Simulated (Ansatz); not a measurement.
Set up this calculation in Ansatz 0.2.0, as the native input.

| Property | Result |
| --- | --- |
| Task | relaxation of cell and atoms |
| Functional | PBEsol |
| Dispersion | D4 |
| Potentials or basis | Ansatz PAW |
| Cutoff | 420 eV (not typed: the program's choice for these potentials) |
| k mesh | 10 × 10 × 6 |
| Occupations | fermi-dirac, width 0.05 eV |
| Spin | no spin polarisation |

Crystal: WC.

```
CELL_PARAMETERS angstrom
1.64035 -2.11804 0.00000
1.64035 2.11804 0.00000
0.00000 0.00000 4.30942
ATOMIC_POSITIONS crystal
W 0.50000 0.50000 0.50000
C 0.00000 0.00000 0.00000
```

The cell was built by a generator and needn't be a form met in nature.

One way to write it, as run:

input.yaml

```yaml
crystal:
  lattice:
    - [1.64034611, -2.1180379, 0.0]
    - [1.64034611, 2.1180379, 0.0]
    - [0.0, 0.0, 4.3094211]
  atoms:
    - { symbol: W, position: [0.5, 0.5, 0.5] }
    - { symbol: C, position: [0.0, 0.0, 0.0] }
hamiltonian:
  xc: pbesol
  pseudopotentials: { kind: paw }
  dispersion: d4
kpoints:
  mp_grid: { grid: [10, 10, 6] }
scf:
  occupations: { method: fermi_dirac, width: 0.05 }
output:
  forces: true
  stress: true
  eigenvalues: true
relax:
  f_tol: 0.01
  max_steps: 40
  cell: { stress_tol: 0.05 }
```

Potentials or basis: Ansatz PAW.

Run with:

```console
$ ansatz run input.yaml --threads 2 --pin off --max-ram 5632MiB --backend cpu --events-out ev --progress --plain --runs-dir out
```

Results of the run:

```json
{
  "Relaxed volume": "11.15 Å³/atom",
  "Relaxed cell": "a = 2.933 Å, b = 2.933 Å, c = 2.992 Å, α = 90.00°, β = 90.00°, γ = 119.94°",
  "Space group after relaxing (to 0.05 Å)": "Cmmm (No. 65)",
  "Energy gained by relaxing": "2159.2 meV/atom",
  "Ionic steps": "18",
  "Pressure after relaxing": "0.0 GPa",
  "Band gap on the k mesh": "none (metal or under the smearing width)"
}
```

Caveat: the volume moved by over 15 % at a fixed basis, so the end points are rough; the plane-wave basis is chosen anew once the cell has moved, so the energies of steps on either side of that aren't comparable; pairwise dispersion overbinds metals, which lowers pressure and volume; the PAW data sets come from PBE, with cores solved anew for the run's functional, which leaves a small shift of forces and pressure.

Wall time 33 s on 2 threads of Arm Neoverse V1, on a shared host, peak memory 0.34 GiB.
